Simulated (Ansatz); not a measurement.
Level of theory: DFT PBE, scalar-relativistic, plane waves, PAW in Ansatz.

Cutoff 420 eV; k points 9×9×6 on the computed 4-atom cell (Γ-centred); Gaussian smearing, width 0.02 eV; no spin polarisation.

```
H
1.0
     3.80983    0.00000    0.00000
    -1.90492    3.29941    0.00000
     0.00000    0.00000    4.55264
H
4
Direct
  0.33333 0.66667 0.15668
  0.66667 0.33333 0.65668
  0.66667 0.33333 0.84332
  0.33333 0.66667 0.34332
```

Q: Is this geometry at equilibrium? Which atom feels the largest force?

A: It isn't. Atom 1 (H) feels (0.00, 0.00, 2.52) eV/Å, 2.522 eV/Å in size, and symmetry-related atoms feel the same size.

Q: Give all forces and the stress.

A:
```
atom Fx Fy Fz
  H1  0.000  0.000   2.522
  H2  0.000  0.000   2.522
  H3  0.000  0.000  -2.522
  H4  0.000  0.000  -2.522
```
Stress (GPa, compression positive):
```
  0.17   0.00   0.00
  0.00   0.17   0.00
  0.00   0.00 -11.68
```

 The cell holds molecules, and where no dispersion correction was added their binding is poorly described.